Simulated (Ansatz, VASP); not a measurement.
## NaF (Villiaumite): VASP beside Ansatz

The input POSCAR:

```
NaF
1.0
    0.0000000000      2.2970684078      2.2970684078
    2.2970684078      0.0000000000      2.2970684078
    2.2970684078      2.2970684078      0.0000000000
Na F
1 1
Direct
    0.0000000000      0.0000000000      0.0000000000
    0.5000000000      0.5000000000      0.5000000000
```

INCAR.step1

```
SYSTEM = NaF
ALGO = Normal ; EDIFF = 1E-4
ENCUT = 520 ; GGA = PE
ISMEAR = 0 ; LASPH = .TRUE.
LCHARG = .FALSE. ; LREAL = .FALSE.
LWAVE = .TRUE. ; NBANDS = 14
NELM = 100 ; PREC = Accurate
SIGMA = 0.02
```

Contents of INCAR.step2:

```
SYSTEM = NaF
ALGO = Normal ; EDIFF = 1E-7
ENCUT = 520 ; ISIF = 2
ISMEAR = 0 ; ISTART = 1
LASPH = .TRUE. ; LCHARG = .TRUE.
LELF = .TRUE. ; LMIXTAU = .TRUE.
LREAL = .FALSE. ; LVHAR = .TRUE.
LWAVE = .FALSE. ; METAGGA = R2SCAN
NBANDS = 14 ; NELM = 100
PREC = Accurate ; SIGMA = 0.02
```

The input KPOINTS:

```
k-points
0
G
  8 8 8
  0 0 0
```

Input for Ansatz:

```yaml
crystal:
  lattice:
    - [0.0, 2.2970684078, 2.2970684078]
    - [2.2970684078, 0.0, 2.2970684078]
    - [2.2970684078, 2.2970684078, 0.0]
  atoms:
    - { symbol: Na, position: [0.0, 0.0, 0.0] }
    - { symbol: F, position: [0.5, 0.5, 0.5] }
basis:
  ecutwfc: 500
kpoints:
  mp_grid: { grid: [8, 8, 8] }
  band_path:
    path:
      - [[0.0, 0.0, 0.0], [0.5, 0.0, 0.5], [0.625, 0.25, 0.625]]
      - [[0.375, 0.375, 0.75], [0.0, 0.0, 0.0], [0.5, 0.5, 0.5], [0.5, 0.25, 0.75], [0.5, 0.0, 0.5]]
    npoints: 14
hamiltonian:
  xc: r2scan
scf:
  occupations: { method: gaussian, width: 0.02 }
  n_extra_bands: 6
output:
  forces: true
  stress: true
  eigenvalues: true
  populations: true
  dos: { projected: true, de: 0.02, nscf_kmesh: { grid: [12, 12, 12] } }
  bader: true
  write_density: true
  write_potential: true
  elf: true
  volumetric_format: npy
```

Alike in both runs: task single point; functional r2SCAN; k mesh 8 × 8 × 8; occupations gaussian, width 0.02 eV; no spin polarisation.

|  | VASP | Ansatz |
| --- | --- | --- |
| version | VASP 6.6.1 | Ansatz 0.2.0 |
| potentials or method | VASP PAW PBE potentials, release 64 (Na_pv, F) | scalar-relativistic, plane waves, PAW |
| plane-wave cutoff (eV) | 520 | 500 |
| valence electrons in the cell | 14 | 16 |

```csv
,VASP,Ansatz,Ansatz less VASP
gap on the k mesh at the Fermi level (eV),7.32,7.28,-0.040
least direct gap on the mesh (eV),7.32,7.28,-0.040
pressure (GPa),-0.9,0.0,+0.89
```

The two sets of potentials don't hold the same shells in valence.

Caveats: the PAW data sets were made with another functional, which shifts forces and pressure a little (VASP). r2SCAN opens gaps a little over a GGA but as a rule still falls short of measured ones.
